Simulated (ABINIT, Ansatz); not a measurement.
# CdSe (F-43m): G0W0 with ABINIT, start to end

How does a plane-wave GW calculation on CdSe (F-43m) run from the first input to the gap?

Main program and level: ABINIT 10.8.3; PBE and many-body steps on it, plane waves.

**What was measured.**

- Gap 1.69 ± 0.02 eV: direct gap from (alpha E)^2 extrapolation; spectroscopic ellipsometry; 300 K; film (fully relaxed MBE film, 304 nm) on GaAs(100) (“Band gap bowing of binary alloys: Experimental results compared to theoretical tight-binding supercell calculations for CdZnSe”, 2010, arxiv:1007.2297).

### 1. Set-up

The structure is cubic, space group F-43m (No. 216). Conventional cell: a = 6.050 Å, b = 6.050 Å, c = 6.050 Å, α = 90.00°, β = 90.00°, γ = 90.00°. Cd has 4 Se at 2.62 Å nearest. Se has 4 Cd at 2.62 Å nearest. Farther neighbours and most contacts between anions are not listed.

 The runs that relaxed it are not among those shown.

### 2. Ground state

This step: ABINIT 10.8.3; DFT, PBE, plane waves, norm-conserving pseudopotentials.

The ground-state density comes first.

The input, run.abi:

```
acell 3*1.0 Angstrom
rprim 
  0.000000000000 3.025000000000 3.025000000000
  3.025000000000 0.000000000000 3.025000000000
  3.025000000000 3.025000000000 0.000000000000
ntypat 2
znucl 48 34
natom 2
typat 1 2
xred 
  0.000000000000 0.000000000000 0.000000000000
  0.750000000000 0.750000000000 0.750000000000
pp_dirpath "pseudos"
pseudos "Cd.upf, Se.upf"
ecut 48
ngkpt 6 6 6
nshiftk 1
shiftk 0 0 0
kptopt 1
chksymbreak 0
nband 27
occopt 1
tolvrs 1e-10
nstep 60
prtwf 0
optforces 0
optstress 0
indata_prefix "in"
outdata_prefix "out"
tmpdata_prefix "tmp"
```

Command:

```console
$ OMP_NUM_THREADS=1 mpirun -n 4 abinit run.abi > log
```

Numbers of over 12 decimals in the logs are rounded to 6 here.

Output:

```text
.Version 10.8.3 of ABINIT. v10.8.2 released Aug 2026.

 Symmetries : space group F-4 3 m (#216); Bravais cF (face-center cubic)
================================================================================
 Values of the parameters that define the memory need of the present run
     intxc =       0    ionmov =       0      iscf =       7    lmnmax =       6
     lnmax =       6     mgfft =      54  mpssoang =       3    mqgrid =    3001
     natom =       2  nloc_mem =       1    nspden =       1   nspinor =       1
    nsppol =       1      nsym =      24    n1xccc =    2501    ntypat =       2
    occopt =       1   xclevel =       2
-    mband =          27        mffmem =           1         mkmem =           4
       mpw =        5978          nfft =      157464          nkpt =          16
================================================================================
  Rough estimation (10% accuracy) of disk space for files :
================================================================================

--------------------------------------------------------------------------------
------------- Echo of variables that govern the present computation ------------
--------------------------------------------------------------------------------
 -outvars: echo values of preprocessed input variables --------
            acell      1.8897261259E+00  1.8897261259E+00  1.8897261259E+00 Bohr

      chksymbreak           0
             ecut      4.80000000E+01 Hartree
-          fftalg         312

              ixc     -101130
              kpt      0.00000000E+00  0.00000000E+00  0.00000000E+00
                       1.66666667E-01  0.00000000E+00  0.00000000E+00
                       3.33333333E-01  0.00000000E+00  0.00000000E+00
                       5.00000000E-01  0.00000000E+00  0.00000000E+00
                       1.66666667E-01  1.66666667E-01  0.00000000E+00
                       3.33333333E-01  1.66666667E-01  0.00000000E+00
                       5.00000000E-01  1.66666667E-01  0.00000000E+00
                      -3.33333333E-01  1.66666667E-01  0.00000000E+00
                      -1.66666667E-01  1.66666667E-01  0.00000000E+00
   [... 5 further rows ...]
                      -3.33333333E-01  3.33333333E-01  1.66666667E-01
                      -3.33333333E-01  5.00000000E-01  1.66666667E-01
         kptrlatt        6    0    0      0    6    0      0    0    6
          kptrlen      4.85054451E+01
P           mkmem           4
            natom           2
            nband          27
            ngfft          54      54      54
             nkpt          16
            nstep          60
             nsym          24
           ntypat           2
              occ      2.000000  2.000000  2.000000  2.000000  2.000000  2.000000
                       2.000000  2.000000  2.000000  2.000000  2.000000  2.000000
                       2.000000  2.000000  2.000000  2.000000  2.000000  2.000000
                       2.000000  2.000000  2.000000  2.000000  0.000000  0.000000
[...]
optforces           0
        optstress           0
            prtwf           0
            rprim      0.0000000000E+00  3.0250000000E+00  3.0250000000E+00
[...]
spgroup         216

           tolvrs      1.00000000E-10

             xred      0.0000000000E+00  0.0000000000E+00  0.0000000000E+00
[...]
znucl       48.00000   34.00000

================================================================================

 chkinp: Checking input parameters for consistency.

================================================================================
== DATASET  1 ==================================================================
-   mpi_nproc: 4, omp_nthreads: 1 (-1 if OMP is not activated)

--- !DatasetInfo
iteration_state: {dtset: 1, }
dimensions: {natom: 2, nkpt: 16, mband: 27, nsppol: 1, nspinor: 1, nspden: 1, mpw: 5978, }
cutoff_energies: {ecut:  48.0, pawecutdg:  -1.0, }
electrons: {nelect:   4.40000000E+01, charge:   0.00000000E+00, occopt:   1.00000000E+00, tsmear:   1.00000000E-02, }

 Real(R)+Recip(G) space primitive vectors, cartesian coordinates (Bohr,Bohr^-1):
 R(1)=  0.0000000  5.7164215  5.7164215  G(1)= -0.0874673  0.0874673  0.0874673
 R(2)=  5.7164215  0.0000000  5.7164215  G(2)=  0.0874673 -0.0874673  0.0874673
 R(3)=  5.7164215  5.7164215  0.0000000  G(3)=  0.0874673  0.0874673 -0.0874673
 Unit cell volume ucvol=  3.7359644E+02 bohr^3
 Angles (23,13,12)=  6.00000000E+01  6.00000000E+01  6.00000000E+01 degrees

 getcut: wavevector=  0.0000  0.0000  0.0000  ngfft=  54  54  54
         ecut(hartree)=     48.000   => boxcut(ratio)=   2.14248

--- Pseudopotential description ------------------------------------------------
- Cd Generated using ONCVPSP code by D. R. Hamann
- 48.00000  20.00000  171031                  znucl, zion, pspdat
12 -101130 2 -1 1368                          pspcod,pspxc,lmax,lloc,mmax
     nproj     2     2     2
  pspatm : epsatm=   19.67729986
         --- l  ekb(1:nproj) -->
[...]
pspatm: atomic psp has been read  and splines computed

- Se Generated using ONCVPSP code by D. R. Hamann
- 34.00000  24.00000  171031                  znucl, zion, pspdat
12 -101130 2 -1 1214                          pspcod,pspxc,lmax,lloc,mmax
     nproj     2     2     2
  pspatm : epsatm=   25.39064422
         --- l  ekb(1:nproj) -->
[...]
pspatm: atomic psp has been read  and splines computed

   1.98298954E+03                                ecore*ucvol(ha*bohr**3)
--------------------------------------------------------------------------------

_setup2: Arith. and geom. avg. npw (full set) are    5930.014    5930.001

================================================================================

--- !BeginCycle
iteration_state: {dtset: 1, }
solver: {iscf: 7, nstep: 60, nline: 4, wfoptalg: 0, }
tolerances: {tolvrs: 1.00E-10, }

     iter   Etot(hartree)      deltaE(h)  residm     vres2
 ETOT  1  -511.97248319212    -5.120E+02 1.783E+00 5.151E+02
 ETOT  2  -513.43493119988    -1.462E+00 2.693E-02 3.315E+02
 ETOT  3  -513.46959940705    -3.467E-02 2.477E-03 1.003E+01
 ETOT  4  -513.46997818336    -3.788E-04 1.466E-03 3.137E+00
 ETOT  5  -513.47021929381    -2.411E-04 5.949E-03 2.651E-02
 ETOT  6  -513.47022264738    -3.354E-06 6.327E-04 3.361E-03
 ETOT  7  -513.47022281944    -1.721E-07 1.647E-04 1.614E-03
 ETOT  8  -513.47022292655    -1.071E-07 8.203E-05 5.732E-05
 ETOT  9  -513.47022293231    -5.751E-09 1.667E-05 6.445E-06
 ETOT 10  -513.47022293283    -5.284E-10 1.695E-05 5.962E-09
 ETOT 11  -513.47022293284    -5.116E-12 3.335E-06 4.526E-10
 ETOT 12  -513.47022293284     3.411E-13 3.441E-06 5.679E-11

 At SCF step   12       vres2   =  5.68E-11 < tolvrs=  1.00E-10 =>converged.

--- !ResultsGS
iteration_state: {dtset: 1, }
comment   : Summary of ground state results
lattice_vectors:
- [  0.0000000,   5.7164215,   5.7164215, ]
- [  5.7164215,   0.0000000,   5.7164215, ]
- [  5.7164215,   5.7164215,   0.0000000, ]
lattice_lengths: [   8.08424,    8.08424,    8.08424, ]
lattice_angles: [ 60.000,  60.000,  60.000, ] # degrees, (23, 13, 12)
lattice_volume:   3.7359644E+02
convergence: {deltae:  3.411E-13, res2:  5.679E-11, residm:  3.441E-06, diffor:  0.000E+00, }
etotal    :  -5.13470223E+02
entropy   :   0.00000000E+00
fermie    :   1.85907650E-01
cartesian_stress_tensor: null
pressure_GPa: null
xred      :
- [  0.0000E+00,   0.0000E+00,   0.0000E+00, Cd]
- [  7.5000E-01,   7.5000E-01,   7.5000E-01, Se]
cartesian_forces: null
force_length_stats: {min: null, max: null, mean: null, }

 Integrated electronic density in atomic spheres:
 ------------------------------------------------
 Atom  Sphere_radius  Integrated_density
    1        2.00000         17.17780955
    2        2.00000         21.24822845
================================================================================

 ----iterations are completed or convergence reached----

 Mean square residual over all n,k,spin=   79.684E-10; max=  34.406E-07
 reduced coordinates (array xred) for    2 atoms
       0.000000000000      0.000000000000      0.000000000000
       0.750000000000      0.750000000000      0.750000000000
 rms dE/dt=  0.0000E+00; max dE/dt=  0.0000E+00; dE/dt below (all hartree)
    1       0.000000000000      0.000000000000      0.000000000000
    2       0.000000000000      0.000000000000      0.000000000000

 cartesian coordinates (angstrom) at end:
    1      0.000000     0.000000     0.000000
    2      4.537500     4.537500     4.537500
 length scales=  1.889726125908  1.889726125908  1.889726125908 bohr
              =  1.000000000000  1.000000000000  1.000000000000 angstroms
 prteigrs : about to open file out_EIG
 Fermi (or HOMO) energy (hartree) =   0.18591   Average Vxc (hartree)=  -0.34586
 Eigenvalues (hartree) for nkpt=  16  k points:
 kpt#   1, nband= 27, wtk=  0.00463, kpt=  0.0000  0.0000  0.0000 (reduced coord)
  -7.42416   -5.19971   -5.19971   -5.19971   -3.55260   -2.12118   -2.12118   -2.12118
  -1.53091   -1.53091   -1.53091   -1.53078   -1.53078   -0.28021   -0.10771   -0.10771
  -0.10771   -0.09334   -0.09334    0.18591    0.18591    0.18591    0.20941    0.40450
   0.40450    0.40450    0.54813
 prteigrs : prtvol=0 or 1, do not print more k-points.

--- !EnergyTerms
iteration_state     : {dtset: 1, }
comment             : Components of total free energy in Hartree
kinetic             :  2.08094230499401E+02
hartree             :  2.09158217344756E+02
xc                  : -5.30494037485841E+01
Ewald energy        : -2.29369190464634E+02
psp_core            :  5.30783835888090E+00
local_psp           : -5.77272126421859E+02
non_local_psp       : -7.63397885007982E+01
total_energy        : -5.13470222932838E+02
total_energy_eV     : -1.39722365620354E+04
band_energy         : -8.20374146030245E+01

== END DATASET(S) ==============================================================
================================================================================

 -outvars: echo values of variables after computation  --------
           etotal     -5.1347022293E+02
            nband          27
             nkpt          16
          spgroup         216
 [... the other variables as echoed above ...]

 Calculation completed.
```

Wall time 34 s (4 MPI ranks of Arm Neoverse V1, shared host); peak memory 0.41 GiB; 2.3 min of CPU time.

Numbers from this step:

- total energy: -13972.2366 eV
- gap: 0.6395 eV
- k of the valence top: 0, 0, 0
- k of the conduction bottom: 0, 0, 0
- least direct gap: 0.6395 eV

The gap is direct, at Γ.

(Continued in part 2 of 3.)

[Paths, hosts, dates, memory and timing lines, banners, echoed tables and standing remarks are left out of the program output.]

[Logs are printed without paths, hosts, clocks, repeated set-up lines and the standing remarks that a program may print on its own settings, such as how far it seeks lower states.]

[Runs of the session that timed out or met a known fault of the program may be left out.]

[Hosts, paths, dates, database ids (printed as entryN), source tags and the programs' standing remarks are cut or masked in the printed files.]

[G0W0 gaps are taken among the corrected bands and points alone; a level outside them can change the order at an edge.]

[Where Ansatz stands beside ABINIT at settings called matched, ABINIT's density can come from a denser mesh and the files from another edition; pairs whose starting gaps differed by over 0.03 eV were left out, so agreement reads better than it is.]
